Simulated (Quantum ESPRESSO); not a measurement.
# Ru (Fm-3m) in Quantum ESPRESSO: equation of state

How stiff is Ru in PBE, and what volume does it want? The cell is scaled to several volumes.

Program: Quantum ESPRESSO 7.5. These are calculated values, not measurements. Logs are shortened: lines on timing, memory, paths and dates and some standing lists are left out, and cuts for length are marked.

## Step 1: The crystal as given

It takes space group Fm-3m (No. 225, cubic). The conventional cell has a = 3.830 Å, b = 3.830 Å, c = 3.830 Å, α = 90.00°, β = 90.00°, γ = 90.00°. Ru (site symmetry m-3m) is surrounded by 12 Ru at 2.71 Å.

This isn't the form of Ru at room conditions, which is hcp.

## Step 2: Single point, PBE, 13.20 Å³/atom

pw.in

```
&CONTROL
  calculation = 'scf'
  prefix = 'pwscf'
  outdir = './tmp'
  pseudo_dir = './pseudo'
  tprnfor = .true.
  tstress = .true.
  disk_io = 'nowf'
/
&SYSTEM
  ibrav = 0
  nat = 1
  ntyp = 1
  ecutwfc = 60
  nbnd = 14
  occupations = 'smearing'
  smearing = 'fd'
  degauss = 0.00367493
/
&ELECTRONS
  conv_thr = 2d-10
  electron_maxstep = 120
  mixing_beta = 0.5
/
ATOMIC_SPECIES
Ru   101.0700 Ru_ONCV_PBE-1.0.oncvpsp.upf
CELL_PARAMETERS angstrom
   0.0000000000    1.8759073982    1.8759073982
   1.8759073982    0.0000000000    1.8759073982
   1.8759073982    1.8759073982    0.0000000000
ATOMIC_POSITIONS crystal
Ru     0.0000000000    0.0000000000    0.0000000000
K_POINTS automatic
12 12 12 0 0 0
```

Potentials or basis: SSSP 1.3 efficiency PBE.

Command:

```
OMP_NUM_THREADS=1 pw.x -in pw.in > pw.out
```

pw.out:

```text
This program is part of the open-source Quantum ESPRESSO suite
     for quantum simulation of materials; please cite
[... 6 lines left out ...]
     using ibrav=0 with symmetry is DISCOURAGED, use correct ibrav instead

     Subspace diagonalization in iterative solution of the eigenvalue problem:
     a serial algorithm will be used

     G-vector sticks info
     --------------------
     sticks:   dense  smooth     PW     G-vecs:    dense   smooth      PW
     Sum         421     421    139                 5601     5601    1067

     Using Slab Decomposition

     bravais-lattice index     =            0
     lattice parameter (alat)  =       5.0133  a.u.
     unit-cell volume          =      89.0965 (a.u.)^3
     number of atoms/cell      =            1
     number of atomic types    =            1
     number of electrons       =        16.00
     number of Kohn-Sham states=           14
     kinetic-energy cutoff     =      60.0000  Ry
     charge density cutoff     =     240.0000  Ry
     scf convergence threshold =      2.0E-10
     mixing beta               =       0.5000
     number of iterations used =            8  plain     mixing
     Exchange-correlation= PBE
                           (   1   4   3   4   0   0   0)

     celldm(1)=   5.013318  celldm(2)=   0.000000  celldm(3)=   0.000000
     celldm(4)=   0.000000  celldm(5)=   0.000000  celldm(6)=   0.000000

     crystal axes: (cart. coord. in units of alat)
               a(1) = (   0.000000   0.707107   0.707107 )
               a(2) = (   0.707107   0.000000   0.707107 )
               a(3) = (   0.707107   0.707107   0.000000 )

     reciprocal axes: (cart. coord. in units 2 pi/alat)
               b(1) = ( -0.707107  0.707107  0.707107 )
               b(2) = (  0.707107 -0.707107  0.707107 )
               b(3) = (  0.707107  0.707107 -0.707107 )

     PseudoPot. # 1 for Ru read from file:
     Ru_ONCV_PBE-1.0.oncvpsp.upf
     Pseudo is Norm-conserving, Zval = 16.0
     Generated using ONCVPSP code by D. R. Hamann
     Using radial grid of 1458 points,  6 beta functions with:
                l(1) =   0
                l(2) =   0
                l(3) =   1
                l(4) =   1
                l(5) =   2
                l(6) =   2

     atomic species   valence    mass     pseudopotential
     Ru               16.00   101.07000     Ru( 1.00)

     48 Sym. Ops., with inversion, found

   Cartesian axes

     site n.     atom                  positions (alat units)
         1        Ru     tau(   1) = (   0.0000000   0.0000000   0.0000000  )

     number of k points=    72  Fermi-Dirac smearing, width (Ry)=  0.0037
                       cart. coord. in units 2pi/alat
        k(    1) = (   0.0000000   0.0000000   0.0000000), wk =   0.0011574
        k(    2) = (   0.0589256   0.0589256  -0.0589256), wk =   0.0092593
        k(    3) = (   0.1178511   0.1178511  -0.1178511), wk =   0.0092593
        k(    4) = (   0.1767767   0.1767767  -0.1767767), wk =   0.0092593
        k(    5) = (   0.2357023   0.2357023  -0.2357023), wk =   0.0092593
        k(    6) = (   0.2946278   0.2946278  -0.2946278), wk =   0.0092593
[... 64 lines left out ...]
        k(   71) = (  -0.7071068   0.2357023   0.0000000), wk =   0.0138889
        k(   72) = (  -0.7071068   0.3535534   0.0000000), wk =   0.0069444

     Dense  grid:     5601 G-vectors     FFT dimensions: (  25,  25,  25)

     Initial potential from superposition of free atoms

     starting charge      15.9994, renormalised to      16.0000
     Starting wfcs are   10 randomized atomic wfcs +    4 random wfcs

     Self-consistent Calculation

     iteration #  1     ecut=    60.00 Ry     beta= 0.50
     Davidson diagonalization with overlap
     ethr =  1.00E-02,  avg # of iterations =  3.7

     Threshold (ethr) on eigenvalues was too large:
     Diagonalizing with lowered threshold

     Davidson diagonalization with overlap
     ethr =  1.12E-04,  avg # of iterations =  2.1

     total energy              =    -188.53066336 Ry
     estimated scf accuracy    <       0.01861627 Ry

     iteration #  2     ecut=    60.00 Ry     beta= 0.50
     Davidson diagonalization with overlap
     ethr =  1.16E-04,  avg # of iterations =  1.9

     total energy              =    -188.53452926 Ry
     estimated scf accuracy    <       0.00023036 Ry

     iteration #  3     ecut=    60.00 Ry     beta= 0.50
     Davidson diagonalization with overlap
     ethr =  1.44E-06,  avg # of iterations =  2.3

     total energy              =    -188.53456201 Ry
     estimated scf accuracy    <       0.00005588 Ry
[... 12 lines left out ...]
     total energy              =    -188.53456348 Ry
     estimated scf accuracy    <       0.00000003 Ry

     iteration #  6     ecut=    60.00 Ry     beta= 0.50
     Davidson diagonalization with overlap
     ethr =  1.64E-10,  avg # of iterations =  1.8

     total energy              =    -188.53456349 Ry
     estimated scf accuracy    <          3.0E-10 Ry

     iteration #  7     ecut=    60.00 Ry     beta= 0.50
     Davidson diagonalization with overlap
     ethr =  1.87E-12,  avg # of iterations =  2.0

     End of self-consistent calculation

          k = 0.0000 0.0000 0.0000 (   725 PWs)   bands (ev):

   -48.4200 -17.7453 -17.7453 -17.7453  16.6327  21.9812  21.9812  21.9812
    24.5423  24.5423  40.1255  46.0091  46.0091  46.0091

          k = 0.0589 0.0589-0.0589 (   706 PWs)   bands (ev):

   -48.4066 -17.8274 -17.7560 -17.7560  16.9338  21.8273  22.1078  22.1078
    24.4639  24.4639  40.6250  44.6390  46.4950  46.4950

          k = 0.1179 0.1179-0.1179 (   703 PWs)   bands (ev):

   -48.3699 -18.0489 -17.7849 -17.7849  17.7182  21.5529  22.3621  22.3621
    24.3885  24.3885  41.7532  42.4390  47.8561  47.8561

          k = 0.1768 0.1768-0.1768 (   697 PWs)   bands (ev):

   -48.3194 -18.3450 -17.8242 -17.8242  18.4857  21.7689  22.3997  22.3997
    24.7129  24.7129  40.2116  42.5096  49.7878  49.7878
[... 98 lines left out ...]
   -48.1972 -18.8092 -18.1176 -17.9452  19.2423  21.0910  22.6561  23.1063
    26.0887  29.9428  35.0449  41.0556  44.2013  46.1523

          k =-0.1179-0.3536 0.3536 (   695 PWs)   bands (ev):

   -48.2177 -18.7084 -18.1181 -17.9028  19.4619  21.3416  22.4735  22.7217
    25.1629  28.8231  37.1529  41.4229  44.0319  48.3187

          k =-0.0589-0.2946 0.2946 (   699 PWs)   bands (ev):

   -48.2563 -18.5296 -18.0714 -17.8535  19.6641  21.2521  21.8897  22.9727
    24.1226  27.4030  39.5656  42.3173  45.0366  48.1688

          k = 0.0000-0.2357 0.2357 (   698 PWs)   bands (ev):

   -48.3026 -18.3307 -17.9777 -17.8103  19.1675  20.9226  22.2972  23.1517
    23.4548  26.0413  41.0743  43.1361  46.4919  47.3340

          k = 0.3536 0.0000 0.0000 (   713 PWs)   bands (ev):

   -48.2862 -18.3180 -17.9591 -17.9591  19.0385  20.0039  23.2486  23.9389
    23.9389  25.4331  43.4420  44.5226  44.5226  45.0383

          k = 0.4125 0.0589-0.0589 (   701 PWs)   bands (ev):

   -48.2478 -18.4823 -18.0205 -18.0080  19.2049  19.7169  23.0922  24.2580
    25.3855  25.8872  41.6964  43.4463  43.5415  46.4583

          k = 0.4714 0.1179-0.1179 (   694 PWs)   bands (ev):

   -48.2105 -18.6330 -18.1080 -18.0361  19.1815  19.9253  22.7708  24.1029
    26.4898  27.6335  38.7851  42.3374  42.8430  46.8641

          k =-0.1768-0.5303 0.5303 (   701 PWs)   bands (ev):

   -48.1841 -18.7164 -18.2126 -18.0363  19.2317  20.3273  22.5650  23.8194
    26.6492  30.2082  35.9098  41.2334  43.0948  45.9583

          k =-0.1179-0.4714 0.4714 (   702 PWs)   bands (ev):

   -48.1760 -18.7142 -18.3029 -18.0085  19.5107  20.6506  22.3759  23.5795
    26.1629  31.9370  34.6044  40.2844  44.4267  44.8446

          k =-0.0589-0.4125 0.4125 (   699 PWs)   bands (ev):

   -48.1884 -18.6511 -18.3298 -17.9598  19.9886  20.9260  21.8625  23.4454
    25.2631  30.7336  36.8752  39.7064  44.1878  46.6184

          k = 0.0000-0.3536 0.3536 (   688 PWs)   bands (ev):

   -48.2179 -18.5886 -18.2403 -17.9031  20.4048  20.9851  21.4044  23.3532
    24.3878  29.1154  39.0404  40.4148  44.1147  49.0498

          k = 0.4714 0.0000 0.0000 (   693 PWs)   bands (ev):

   -48.2187 -18.5859 -18.0641 -18.0641  18.8460  19.2167  24.8223  25.2424
    25.2424  25.9244  41.8057  41.8057  42.5531  47.4371

          k = 0.5303 0.0589-0.0589 (   695 PWs)   bands (ev):

   -48.1892 -18.6902 -18.1313 -18.0986  18.6864  19.0653  24.5467  25.3497
    26.4812  27.4601  39.6243  40.8550  41.4693  48.1481

          k =-0.1179-0.5893 0.5893 (   700 PWs)   bands (ev):

   -48.1675 -18.7284 -18.2451 -18.1025  18.7385  19.3541  23.8894  25.0530
    26.7456  30.2458  36.8798  40.1863  40.9662  47.6754
[... 8 lines left out ...]
   -48.1670 -18.5384 -18.5299 -18.0228  19.5348  20.6934  22.1482  24.1603
    25.6866  32.4574  36.1024  38.0901  44.3509  45.4466

          k = 0.5893 0.0000 0.0000 (   700 PWs)   bands (ev):

   -48.1690 -18.7751 -18.1402 -18.1402  18.2722  18.6956  26.3079  26.4770
    26.4770  27.1970  39.4733  39.4733  40.2674  48.7693

          k =-0.0589-0.6482 0.6482 (   708 PWs)   bands (ev):

   -48.1553 -18.8059 -18.1956 -18.1505  18.2377  18.7153  25.7103  26.1026
    26.8802  29.4515  37.9350  39.2248  39.2737  49.0034

          k = 0.0000-0.5893 0.5893 (   704 PWs)   bands (ev):

   -48.1517 -18.7570 -18.3006 -18.1266  18.5240  19.1720  24.4211  25.5923
    26.6696  31.7916  36.0380  38.6633  40.2959  48.2047

          k =-0.7071 0.0000 0.0000 (   692 PWs)   bands (ev):

   -48.1508 -18.8429 -18.1679 -18.1679  18.0292  18.5146  26.4540  27.0339
    27.0339  28.4869  38.5238  38.5238  38.8356  48.9602

          k = 0.2357 0.1179-0.0000 (   689 PWs)   bands (ev):

   -48.3397 -18.1449 -17.8865 -17.8136  18.3872  20.9626  22.5616  22.8852
    23.7269  25.1082  42.4308  42.8516  46.2396  47.9608

          k = 0.2946 0.1768-0.0589 (   699 PWs)   bands (ev):

   -48.2936 -18.3744 -17.9621 -17.8471  19.1736  20.8778  22.1734  23.0854
    24.1507  25.9577  40.8509  43.2239  46.4110  47.2045

          k = 0.3536 0.2357-0.1179 (   706 PWs)   bands (ev):

   -48.2472 -18.6087 -18.0173 -17.8916  19.2904  21.6320  21.7741  22.8749
    25.1606  27.1941  38.6406  42.1423  45.2172  48.2316
[... 28 lines left out ...]
   -48.1838 -18.7522 -18.2125 -18.0049  19.5880  20.6401  22.3626  23.3310
    26.3184  31.1163  34.7941  41.3126  42.9499  46.1217

          k =-0.1179-0.3536 0.4714 (   703 PWs)   bands (ev):

   -48.1884 -18.7252 -18.2346 -17.9791  19.8038  20.6901  22.2206  23.2858
    25.8629  30.7263  35.6560  40.9597  43.1386  46.7570

          k =-0.0589-0.2946 0.4125 (   698 PWs)   bands (ev):

   -48.2134 -18.6295 -18.2008 -17.9324  20.0584  21.0492  21.3530  23.5102
    24.9755  29.0981  38.2449  41.1043  43.5399  48.4494

          k = 0.0000-0.2357 0.3536 (   706 PWs)   bands (ev):

   -48.2519 -18.5030 -18.1009 -17.8826  20.0536  20.5830  21.6201  23.7678
    23.9897  27.4544  40.2147  42.2326  44.6490  47.3661

          k = 0.4714 0.1179 0.0000 (   700 PWs)   bands (ev):

   -48.2140 -18.6003 -18.1068 -18.0436  19.1734  19.4581  23.1709  25.2333
    25.3932  27.2755  40.6379  41.4026  42.6056  47.6723

          k =-0.1768-0.5303 0.6482 (   699 PWs)   bands (ev):

   -48.1844 -18.6783 -18.2064 -18.0764  19.1726  19.6643  22.8388  24.8901
    26.2618  29.4299  38.0294  40.8139  41.4064  48.0139

          k =-0.1179-0.4714 0.5893 (   701 PWs)   bands (ev):

   -48.1672 -18.6837 -18.3244 -18.0780  19.3231  20.1409  22.4519  24.3875
    26.4685  32.0048  35.3537  40.1664  41.4282  47.3011
[... 13 lines left out ...]
   -48.1676 -18.7475 -18.1861 -18.1371  18.5795  18.9809  24.4477  25.9582
    26.4739  29.2789  38.8200  39.1799  40.2881  49.1551

          k =-0.0589-0.5303 0.6482 (   698 PWs)   bands (ev):

   -48.1550 -18.7312 -18.2906 -18.1423  18.7531  19.3276  23.7608  25.3509
    26.7898  31.6868  36.6297  38.9554  39.7507  48.8300

          k =-0.0000-0.4714 0.5893 (   704 PWs)   bands (ev):

   -48.1548 -18.6397 -18.4275 -18.1058  19.1481  20.0153  22.7752  24.6833
    26.4860  34.0854  34.5470  38.2484  41.1119  47.9043

          k =-0.7071 0.1179 0.0000 (   716 PWs)   bands (ev):

   -48.1506 -18.7995 -18.2150 -18.1721  18.3297  18.8141  25.1454  25.9643
    27.0351  30.5306  37.9309  38.2556  39.0014  49.6884

          k =-0.2357-0.4714 0.7071 (   695 PWs)   bands (ev):

   -48.2012 -18.6198 -18.2223 -18.0054  20.0251  20.1441  21.5830  24.6029
    25.2282  29.2508  39.1141  40.1744  42.6342  48.6610

          k =-0.1768-0.4125 0.6482 (   701 PWs)   bands (ev):

   -48.1762 -18.6491 -18.3250 -18.0518  20.0040  20.4238  21.4968  24.2036
    26.0019  31.2878  36.7204  39.8126  41.7106  48.3626

          k =-0.1179-0.3536 0.5893 (   702 PWs)   bands (ev):

   -48.1670 -18.6560 -18.3635 -18.0717  20.0486  20.3587  21.7021  23.9289
    26.3106  33.0372  34.6285  40.5246  40.7789  47.7954

          k =-0.1179-0.4714 0.7071 (   704 PWs)   bands (ev):

   -48.1640 -18.6704 -18.3102 -18.1270  19.3409  19.8136  22.4438  24.9426
    26.4656  31.5477  38.0242  38.1634  40.3087  49.5932

          k =-0.0589-0.4125 0.6482 (   706 PWs)   bands (ev):

   -48.1548 -18.6050 -18.4259 -18.1455  19.5184  20.3754  21.8840  24.3620
    26.7551  33.9108  35.5330  38.5022  39.6094  49.5081

          k = 0.0000-0.3536 0.5893 (   702 PWs)   bands (ev):

   -48.1593 -18.5577 -18.4766 -18.1124  19.8028  20.9610  21.1238  24.1871
    26.4592  33.2944  36.3671  37.8777  40.6659  49.3498

          k =-0.7071 0.2357 0.0000 (   708 PWs)   bands (ev):

   -48.1504 -18.6795 -18.3422 -18.1804  19.0666  19.6935  22.9528  24.8462
    27.0376  33.1404  37.2962  37.3611  38.8989  49.9055

          k =-0.7071 0.3536 0.0000 (   700 PWs)   bands (ev):

   -48.1502 -18.5126 -18.5126 -18.1846  19.5564  21.0991  21.0991  24.1664
    27.0388  35.5161  35.5161  37.1832  38.8035  51.0778

     the Fermi energy is    24.6911 ev

!    total energy              =    -188.53456349 Ry
     estimated scf accuracy    <          2.1E-11 Ry
     smearing contrib. (-TS)   =      -0.00042297 Ry
     internal energy E=F+TS    =    -188.53414052 Ry

     The total energy is F=E-TS. E is the sum of the following terms:
     one-electron contribution =     -29.65583299 Ry
     hartree contribution      =      26.54372291 Ry
     xc contribution           =     -19.87325147 Ry
     ewald contribution        =    -165.54877896 Ry

     convergence has been achieved in   7 iterations

     Forces acting on atoms (cartesian axes, Ry/au):

     atom    1 type  1   force =     0.00000000    0.00000000    0.00000000

     Total force =     0.000000     Total SCF correction =     0.000000

     Computing stress (Cartesian axis) and pressure

          total   stress  (Ry/bohr**3)                   (kbar)     P=      158.29
   0.00107604   0.00000000  -0.00000000          158.29        0.00       -0.00
   0.00000000   0.00107604   0.00000000            0.00      158.29        0.00
  -0.00000000  -0.00000000   0.00107604           -0.00       -0.00      158.29

=------------------------------------------------------------------------------=
   JOB DONE.
=------------------------------------------------------------------------------=
```

Run time: 4.4 s. Hardware: 1 thread of Intel Xeon 6975P-C (Granite Rapids), shared host; peak memory 0.06 GiB.

Results:

| Quantity | Value |
| --- | --- |
| Free energy | -2565.1434 eV |
| Pressure | 15.8 GPa |
| Band gap on the k mesh | none (metal or under the smearing width) |

(Part 1 of 2 ends here.)
